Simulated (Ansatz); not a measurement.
## KBr: energy along a strain

KBr, Pm-3m, a = 4.043 Å (as given, not relaxed at this level: 0.0 GPa). This isn't the usual stable structure of the compound. Ansatz: PBE, PAW, 420 eV, Γ-centred 6×6×6 mesh on 2 atoms, Gaussian smearing 0.05 eV; no spin polarisation. Cell vectors (Å): 4.043 0.000 0.000; 0.000 4.043 0.000; 0.000 0.000 4.043. The cell is strained by x per cent times the pattern (0 0 1 0 0 0) in the order xx yy zz yz xz xy (engineering shears), with fractional coordinates held. y is the free energy over the start, V0 = 33.055 Å³/atom.

```
x (%) y (meV/atom)
-6.00             ?
-4.50          8.39
-3.00          3.52
-1.50          0.78
 0.00          0.00
 1.50          1.04
 3.00          3.77
 4.50          8.06
 5.25         10.77
 6.00         13.83
```

Question: Fit y = c1 x + c2 x² + c3 x³ to the other rows, get the stiffness along the pattern, and predict the missing energy.

Answer: Least squares on the rows shown. y = 0.096447 x + 0.40628 x² − 0.0064223 x³. The clamped-ion stiffness p·C·p = 2 × 4.063 eV × 160.2 / 33.055 Å³ = 39 GPa, which is C33 in these axes (C11 of the cubic crystal); c1 is there for the stress left in the start, which by itself gives a slope of 0.10 meV/atom per %. At x = -6.00 the fit asked for gives 15.43 meV/atom. The run gave 15.58 meV/atom, so the fit is 0.15 meV/atom too low, 0.96 % of the span of the series, against an rms of 0.01 meV/atom on the fitted rows. The row lies outside the fitted range. With a term in x⁴ added, a fit to the same known rows predicts 15.56 meV/atom, so most of the miss is curvature that the known rows already hold.